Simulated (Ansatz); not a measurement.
A run of Ansatz 0.2.0 is set up as follows.

The input input.yaml:

```yaml
crystal:
  lattice:
    - [0.0, 1.89785, 1.89785]
    - [1.89785, 0.0, 1.89785]
    - [1.89785, 1.89785, 0.0]
  atoms:
    - { symbol: Rh, position: [0.0, 0.0, 0.0] }
kpoints:
  mp_grid: { grid: [12, 12, 12] }
scf:
  occupations: { method: fermi_dirac, width: 0.05 }
hamiltonian:
  xc: pbesol
  dispersion: d3bj
  pseudopotentials: { kind: all_electron, lapw: { basis_error: 0.001 } }
output:
  forces: true
  stress: true
relax:
  f_tol: 0.005
  max_steps: 60
  cell: {}
```

Potentials or basis: all-electron LAPW, scalar-relativistic.

Run with:

```sh
$ ansatz run input.yaml --threads 1 --pin off --max-ram 3072MiB --backend cpu --events-out ev --progress --plain --runs-dir out
```

Question: Estimate the space group after relaxing (to 0.05 Å).

Answer: Fm-3m (No. 225).

Question: Predict the relaxed cell.

Answer: a = 2.650 Å, b = 2.650 Å, c = 2.650 Å, α = 60.00°, β = 60.00°, γ = 60.00°.

Question: Estimate the relaxed volume.

Answer: 13.17 Å³/atom.

Step by step:
```tsv
step	energy change (eV)	largest force (eV/Å)	volume (Å³)
1	0.0000	0.0000	13.67
2	-0.0029	0.0000	12.73
3	-0.0180	0.0000	13.20
4	-0.0180	0.0000	13.17
5	-0.0180	0.0000	13.17
6	-0.0180	0.0000	13.17
```
